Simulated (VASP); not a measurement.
# Nb (Im-3m) in VASP: relaxation of cell and atoms with PBE

Aim: the relaxation of cell and atoms of Nb with PBE.

Everything below comes from runs of VASP 6.6.1. Logs are shortened: lines on timing, memory, paths and dates and some standing lists are left out, and cuts for length are marked.

## 1. Starting point

Symmetry: Im-3m, No. 229, cubic system. The conventional cell has a = 3.310 Å, b = 3.310 Å, c = 3.310 Å, α = 90.00°, β = 90.00°, γ = 90.00°. Around Nb (site symmetry m-3m) lie 8 Nb at 2.87 Å.

The cell was built by a generator and needn't be a form met in nature.

## 2. Relaxation of cell and atoms, PBE

INCAR reads:

```
SYSTEM = Nb
PREC = Accurate
ENCUT = 600
EDIFF = 1E-6
ISMEAR = 1
SIGMA = 0.1
LREAL = .FALSE.
LASPH = .TRUE.
NELM = 80
ALGO = Fast
ISIF = 3
LWAVE = .FALSE.
LCHARG = .FALSE.
GGA = PE
IBRION = 2
NSW = 40
EDIFFG = -0.01
```

KPOINTS reads:

```
Automatic mesh
0
G
  14 14 14
  0 0 0
```

POSCAR reads:

```
Nb
1.0
   -1.6550000000      1.6550000000      1.6550000000
    1.6550000000     -1.6550000000      1.6550000000
    1.6550000000      1.6550000000     -1.6550000000
Nb
1
Direct
    0.0000000000      0.0000000000      0.0000000000
```

Potentials or basis: VASP PAW PBE potentials, release 64 (Nb_sv).

The run is started by

```
$ cat potpaw_PBE.64/Nb_sv/POTCAR > POTCAR
$ mpirun -np 1 vasp_std > vasp.out
```

OUTCAR:

```text
SYSTEM = Nb
   PREC = Accurate
   ENCUT = 600
   EDIFF = 1E-6
   ISMEAR = 1
   LREAL = .FALSE.
   LASPH = .TRUE.
   NELM = 80
   ISIF = 3
   GGA = PE
   IBRION = 2
   NSW = 40
   EDIFFG = -0.01

 ion  position               nearest neighbor table
   1  0.000  0.000  0.000-

  LATTYP: Found a body centered cubic cell.
 ALAT       =     3.3100000000

  Lattice vectors:

 A1 = (  -1.6550000000,   1.6550000000,   1.6550000000)
 A2 = (   1.6550000000,  -1.6550000000,   1.6550000000)
 A3 = (   1.6550000000,   1.6550000000,  -1.6550000000)

Analysis of symmetry for initial positions (statically):
=====================================================================
 Subroutine PRICEL returns:
 Original cell was already a primitive cell.

 Routine SETGRP: Setting up the symmetry group for a
 body centered cubic supercell.

 Subroutine GETGRP returns: Found 48 space group operations
 (whereof 48 operations were pure point group operations)
 out of a pool of 48 trial point group operations.

The static configuration has the point symmetry O_h .

Analysis of symmetry for dynamics (positions and initial velocities):
=====================================================================
 Subroutine PRICEL returns:
 Original cell was already a primitive cell.

 Routine SETGRP: Setting up the symmetry group for a
 body centered cubic supercell.

 Subroutine GETGRP returns: Found 48 space group operations
 (whereof 48 operations were pure point group operations)
 out of a pool of 48 trial point group operations.

The dynamic configuration has the point symmetry O_h .

 Subroutine INISYM returns: Found 48 space group operations
 (whereof 48 operations are pure point group operations),
 and found     1 'primitive' translations

----------------------------------------------------------------------------------------

                                     Primitive cell

  volume of cell :      18.1323

  direct lattice vectors                    reciprocal lattice vectors
    -1.655000000  1.655000000  1.655000000     0.000000000  0.302114804  0.302114804
     1.655000000 -1.655000000  1.655000000     0.302114804  0.000000000  0.302114804
     1.655000000  1.655000000 -1.655000000     0.302114804  0.302114804  0.000000000

  length of vectors
     2.866544087  2.866544087  2.866544087     0.427254853  0.427254853  0.427254853

  position of ions in fractional coordinates (direct lattice)
     0.000000000  0.000000000  0.000000000

  ion indices of the primitive-cell ions
   primitive index   ion index
                 1           1

----------------------------------------------------------------------------------------

 KPOINTS: Automatic mesh

Automatic generation of k-mesh.
 Grid dimensions read from file:
 generate k-points for:   14   14   14

 Generating k-lattice:

  Cartesian coordinates                     Fractional coordinates (reciprocal lattice)
     0.000000000  0.021579629  0.021579629     0.071428571  0.000000000  0.000000000
     0.021579629  0.000000000  0.021579629     0.000000000  0.071428571  0.000000000
     0.021579629  0.021579629  0.000000000     0.000000000  0.000000000  0.071428571

  Length of vectors
     0.030518204  0.030518204  0.030518204

  Shift w.r.t. Gamma in fractional coordinates (k-lattice)
     0.000000000  0.000000000  0.000000000

 Subroutine IBZKPT returns following result:
 ===========================================

 Found    104 irreducible k-points:

 Following reciprocal coordinates:
            Coordinates               Weight
  0.000000  0.000000  0.000000      1.000000
  0.071429  0.000000  0.000000     12.000000
  0.142857  0.000000  0.000000     12.000000
  0.214286  0.000000  0.000000     12.000000
  0.285714  0.000000  0.000000     12.000000
  0.357143  0.000000  0.000000     12.000000
[... 16 lines left out ...]
  0.285714  0.285714  0.000000     24.000000
  0.357143  0.285714  0.000000     24.000000
 [... further k-points ...]
   k-points           NKPTS =    104   k-points in BZ     NKDIM =    104   number of bands    NBANDS=     10
   number of dos      NEDOS =    301   number of ions     NIONS =      1
   total plane-waves  NPLWV =  13824
   dimension x,y,z NGX =    24 NGY =   24 NGZ =   24
   dimension x,y,z NGXF=    48 NGYF=   48 NGZF=   48
   ions per type =               1
   NGX,Y,Z   is equivalent  to a cutoff of  13.92, 13.92, 13.92 a.u.
   NGXF,Y,Z  is equivalent  to a cutoff of  27.84, 27.84, 27.84 a.u.
 SYSTEM =  Nb
   PREC   = accura    normal or accurate (medium, high low for compatibility)
   ISTART =      0    job   : 0-new  1-cont  2-samecut
   ICHARG =      2    charge: 1-file 2-atom 10-const
   ISPIN  =      1    spin polarized calculation?
   LNONCOLLINEAR =      F non collinear calculations
   LSORBIT =      F    spin-orbit coupling
   LASPH  =      T    aspherical Exc in radial PAW
   ENCUT  =  600.0 eV  44.10 Ry    6.64 a.u.   5.73  5.73  5.73*2*pi/ulx,y,z
   NELM   =     80;   NELMIN=  2; NELMDL= -5     # of ELM steps
   EDIFF  = 0.1E-05   stopping-criterion for ELM
   LREAL  =      F    real-space projection
   EDIFFG = -.1E-01   stopping-criterion for IOM
   NSW    =     40    number of steps for IOM
   IBRION =      2    ionic relax: 0-MD 1-quasi-New 2-CG
   NFREE  =      1    steps in history (QN), initial steepest desc. (CG)
   ISIF   =      3    stress and relaxation
   ISYM   =      2    0-nonsym 1-usesym 2-fastsym
   POTIM  = 0.5000    time-step for ionic-motion
   TEBEG  =    0.0;   TEEND  =   0.0 temperature during run
   PSTRESS=    0.0 pullay stress
   NELECT =      13.0000    total number of electrons
   NUPDOWN=      -1.0000    fix difference up-down
   EMIN   =  10.00;   EMAX   =-10.00  energy-range for DOS
   EFERMI =   0.00;   METHOD = LEGACY
   ISMEAR =     1;   SIGMA  =   0.10  broadening in eV -4-tet -1-fermi 0-gaus
   EFERMI_NEDOS =   21; number of points for ismear=-14 and -15
   IALGO  =     68    algorithm
   IMIX   =      4    mixing-type and parameters
     AMIX     =   0.40;   BMIX     =  1.00
     AMIX_MAG =   1.60;   BMIX_MAG =  1.00
  volume/ion in A,a.u.               =      18.13       122.36
  Fermi-wavevector in a.u.,A,eV,Ry     =   1.465226  2.768876 29.210175  2.146887
  Thomas-Fermi vector in A             =   2.581108
   LORBIT       =      0    0 simple, 1 ext, 2 COOP (PROOUT), +10 PAW based schemes
   GGA     = PE    functional components
   LHFCALC =     F    Hartree Fock is set to
   AEXX    =    0.0000 exact exchange contribution
   IVDW    =     0    specifies the selected vdW correction
   LEPSILON=     F    determine dielectric tensor
   LRPA    =     F    only Hartree local field effects (RPA)
 conjugate gradient relaxation of ions
 non-spin polarized calculation
 RMM-DIIS sequential band-by-band and
 Methfessel and Paxton  Order N= 1 SIGMA  =   0.10
  energy-cutoff  :      600.00
  volume of cell :       18.13
 maximum number of plane-waves:       622
   NGX = 11   NGY = 11   NGZ = 11

 number of electron      13.0000000 magnetization

 Free energy of the ion-electron system (eV)
  ---------------------------------------------------
  ext. energy  EPLUGINS =         0.00000000
  ---------------------------------------------------
  free energy    TOTEN  =       -10.21152982 eV

  energy without entropy =      -10.21130998  energy(sigma->0) =      -10.21145654

 E-fermi :  11.0946     XC(G=0): -12.4669

 val. band max:       11.0918371560   @ k =  -0.2143   0.2143   0.1429
 cond. band min:      11.0954001350   @ k =   0.5000   0.5000   0.1429
 fundamental gap:      0.0035629790
 Fermi energy:        11.0946273326

 k-point     1 :       0.0000    0.0000    0.0000
  band No.  band energies     occupation
      1     -43.2992      2.00000
      2     -18.6098      2.00000
      3     -18.6098      2.00000
      4     -18.6098      2.00000
      5       5.1506      2.00000
      6      11.4503     -0.00001
      7      11.4503     -0.00001
      8      11.4503     -0.00001
      9      14.3378      0.00000
     10      14.3378      0.00000

 k-point     2 :       0.0714    0.0000    0.0000
  band No.  band energies     occupation
      1     -43.2876      2.00000
      2     -18.6807      2.00000
      3     -18.6313      2.00000
      4     -18.6104      2.00000
      5       5.3593      2.00000
      6      11.3224     -0.00591
      7      11.4185     -0.00005
      8      11.6498     -0.00000
      9      14.1455      0.00000
     10      14.3386      0.00000

 k-point     3 :       0.1429    0.0000    0.0000
  band No.  band energies     occupation
      1     -43.2550      2.00000
      2     -18.8759      2.00000
      3     -18.6912      2.00000
      4     -18.6120      2.00000
      5       5.9385      2.00000
      6      10.9862      2.06362
      7      11.2719     -0.03103
      8      12.2360     -0.00000
      9      13.8222      0.00000
     10      14.3570      0.00000

 k-point     4 :       0.2143    0.0000    0.0000
  band No.  band energies     occupation
      1     -43.2076      2.00000
      2     -19.1502      2.00000
      3     -18.7766      2.00000
      4     -18.6144      2.00000
      5       6.7218      2.00000
      6      10.5477      2.00000
      7      11.0289      1.88839
      8      13.1699      0.00000
      9      13.7486      0.00000
     10      14.4267      0.00000
[... 222 lines left out ...]
 k-point    22 :       0.3571    0.2143   -0.0000
  band No.  band energies     occupation
      1     -43.0422      2.00000
      2     -19.7515      2.00000
      3     -19.2439      2.00000
      4     -18.7528      2.00000
      5       8.4841      2.00000
      6       9.7029      2.00000
      7      11.1934     -0.04772
      8      14.2257      0.00000
      9      15.2731      0.00000
     10      19.5503      0.00000

 k-point    23 :       0.2857    0.2857    0.0000
  band No.  band energies     occupation
      1     -43.0395      2.00000
      2     -19.6786      2.00000
      3     -19.3257      2.00000
      4     -18.7683      2.00000
      5       8.8139      2.00000
      6       9.7921      2.00000
      7      10.7116      2.00000
      8      14.3228      0.00000
      9      15.0974      0.00000
     10      20.0534      0.00000

 k-point    24 :       0.3571    0.2857    0.0000
  band No.  band energies     occupation
      1     -43.0320      2.00000
      2     -19.6285      2.00000
      3     -19.4246      2.00000
      4     -18.7752      2.00000
      5       8.8650      2.00000
      6       9.9416      2.00000
      7      10.5737      2.00000
      8      14.5510      0.00000
      9      15.0291      0.00000
     10      21.6340      0.00000

 [... further k-points ...]
[... 5 lines left out ...]
  --------------------------------------------------------------------------------------
  -------------------------------------------------------------------------------------
  Total        0.0071238      0.0071238      0.0071238      0.0000000      0.0000000      0.0000000
  in kB        0.6294609      0.6294609      0.6294609      0.0000000      0.0000000      0.0000000
  external PRESSURE =       0.6294609 kB  Pullay stress =       0.0000000 kB

 VOLUME and BASIS-vectors are now :
 -----------------------------------------------------------------------------
  energy-cutoff  :      600.00
  volume of cell :       18.13
      direct lattice vectors                 reciprocal lattice vectors
    -1.655000000  1.655000000  1.655000000     0.000000000  0.302114804  0.302114804
     1.655000000 -1.655000000  1.655000000     0.302114804  0.000000000  0.302114804
     1.655000000  1.655000000 -1.655000000     0.302114804  0.302114804  0.000000000

 POSITION                                       TOTAL-FORCE (eV/Angst)
 -----------------------------------------------------------------------------------
      0.00000      0.00000      0.00000         0.000000     -0.000000      0.000000
 -----------------------------------------------------------------------------------
    total drift:                                0.000000     -0.000000     -0.000000

  FREE ENERGIE OF THE ION-ELECTRON SYSTEM (eV)
  ---------------------------------------------------
  free  energy   TOTEN  =       -10.2115298207 eV

  energy  without entropy=      -10.2113099776  energy(sigma->0) =      -10.21145654

 reached required accuracy - stopping structural energy minimisation
```

Run time: 21 s. Hardware: 1 thread of Intel Xeon Platinum 8488C (Sapphire Rapids), shared host; peak memory 0.15 GiB.

What came out:

```yaml
Free_energy: -10.2115 eV
Pressure_after_relaxing: 0.1 GPa
Band_gap_on_the_k_mesh: none (metal or under the smearing width)
```

Final structure:
```cif
data_structure
_symmetry_space_group_name_H-M 'P 1'
_symmetry_Int_Tables_number 1
_cell_length_a 2.8665
_cell_length_b 2.8665
_cell_length_c 2.8665
_cell_angle_alpha 109.471
_cell_angle_beta 109.471
_cell_angle_gamma 109.471
_cell_volume 18.13
loop_
_atom_site_label
_atom_site_type_symbol
_atom_site_fract_x
_atom_site_fract_y
_atom_site_fract_z
_atom_site_occupancy
Nb1 Nb 0.00000 0.00000 0.00000 1
```

Caveat: the relaxation stopped at its first step, so nothing moved.
